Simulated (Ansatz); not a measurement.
(100) slab cut from the bulk of C, 15 Å of vacuum:

```yaml
crystal:
  lattice:
    - [2.45881, 0.00000, 0.00000]
    - [0.00000, 8.52288, 0.00000]
    - [0.00000, 0.00000, 26.35678]
  atoms:
    - { symbol: C, position: [0.00000, 0.00000, 0.28456] }
    - { symbol: C, position: [0.50000, 0.00000, 0.31149] }
    - { symbol: C, position: [0.50000, 0.00000, 0.36535] }
    - { symbol: C, position: [0.00000, 0.00000, 0.39228] }
    - { symbol: C, position: [0.00000, 0.00000, 0.44614] }
    - { symbol: C, position: [0.50000, 0.00000, 0.47307] }
    - { symbol: C, position: [0.50000, 0.00000, 0.52693] }
    - { symbol: C, position: [0.00000, 0.00000, 0.55386] }
    - { symbol: C, position: [0.00000, 0.00000, 0.60772] }
    - { symbol: C, position: [0.50000, 0.00000, 0.63465] }
    - { symbol: C, position: [0.50000, 0.00000, 0.68851] }
    - { symbol: C, position: [0.00000, 0.00000, 0.71544] }
```

Method: Ansatz, DFT PBEsol, scalar-relativistic, plane waves, PAW. Cutoff 420 eV; k points 14×4×1 on the computed 12-atom cell (Γ-centred); Gaussian smearing, width 0.10 eV; no spin polarisation. The cell repeats along c with a dipole correction in the vacuum.

This base run converges in 13 iterations with a largest force of 2.765 eV/Å and a work function of 6.07 eV on the top face.

One setting at a time is then changed, some of them on purpose to poor values; changes count from the base run, energies are extrapolated to zero smearing, γ keeps the base's bulk energy, atoms stay where they are, and risky runs are capped at 50 to 100 iterations.

Problem. What happens with cutoff 300 eV?

Solution. It converges in 12 iterations; ΔE (meV/atom) +124.7, Δφ top (eV) 0.00, largest force (eV/Å) 2.729, largest change of a force (eV/Å) 0.188.

Problem. What happens with cutoff 200 eV?

Solution. It converges in 12 iterations; ΔE (meV/atom) +1745.7, Δφ top (eV) -0.11, largest force (eV/Å) 2.751, largest change of a force (eV/Å) 1.333.

Problem. What happens with k mesh 7×2×1?

Solution. It converges in 12 iterations; ΔE (meV/atom) -4.8, Δγ (J/m²) -0.022, Δφ top (eV) -0.01, largest force (eV/Å) 3.013, largest change of a force (eV/Å) 0.249.

Problem. What happens with at most 2 SCF iterations?

Solution. It doesn't converge (2 iterations).

Problem. What happens with the slab thinned to 10 atoms (same faces, atoms at the bulk's places)?

Solution. It converges in 13 iterations; ΔE (meV/atom) +117.6, Δγ (J/m²) 0.000, Δφ top (eV) +0.01, largest force (eV/Å) 2.857.

In some of the runs (cutoff 200) charge leaks into the vacuum, so their work functions can be off.

The reference crystal is a form of C, which isn't its usual structure.

Cost: 6 runs of about 3.5 core-minutes in all, on Intel Xeon Platinum 8259CL (Skylake/Cascade Lake) (shared hosts).